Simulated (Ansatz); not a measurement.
**Re under changes of volume**

One of the cells (14.714 Å³/atom); the others are scaled copies at fixed shape and fractional positions:

```
Re
1.0
     2.76080    0.00000    0.00000
    -1.38040    2.39092    0.00000
     0.00000    0.00000    4.45820
Re
2
Cartesian
  1.3804 0.7970 3.3436
  0.0000 1.5939 1.1145
```

| Item | Value |
| --- | --- |
| Program | Ansatz 0.2.0 |
| Functional | PBEsol |
| Potentials or basis | JTH PAW |
| Cutoff | 1290 eV (not typed: the program's choice for these potentials) |
| k mesh | 11 × 11 × 6 |
| Occupations | fermi-dirac, width 0.05 eV |
| Spin | no spin polarisation |

| volume (Å³/atom) | energy over the lowest point (meV/atom) | pressure (GPa) |
| --- | --- | --- |
| 13.831 | 47.18 | 22.5 |
| 14.125 | ? | ? |
| 14.420 | 0.00 | 4.0 |
| 14.714 | 0.23 | -3.9 |
| 15.008 | 14.17 | -10.9 |
| 15.303 | 40.39 | -17.3 |
| 15.597 | 77.59 | -22.9 |

**Question.** What does the run at 14.125 Å³/atom give?

**Answer.** Energy over the lowest point 15.07 meV/atom; pressure 12.8 GPa.

Worked out: A Birch-Murnaghan fit of order 3 (a polynomial in V^(-2/3)) to the other rows has its minimum at 14.56 Å³/atom with B0 = V·E''(V) = 390 GPa and B' = 4.4 at fixed shape and positions, which overstates the stiffness. It gives 15.09 meV/atom at 14.125 Å³/atom, against the run's 15.07, and -dE/dV = 12.7 GPa, against 12.8.

Energies are extrapolated to zero smearing.
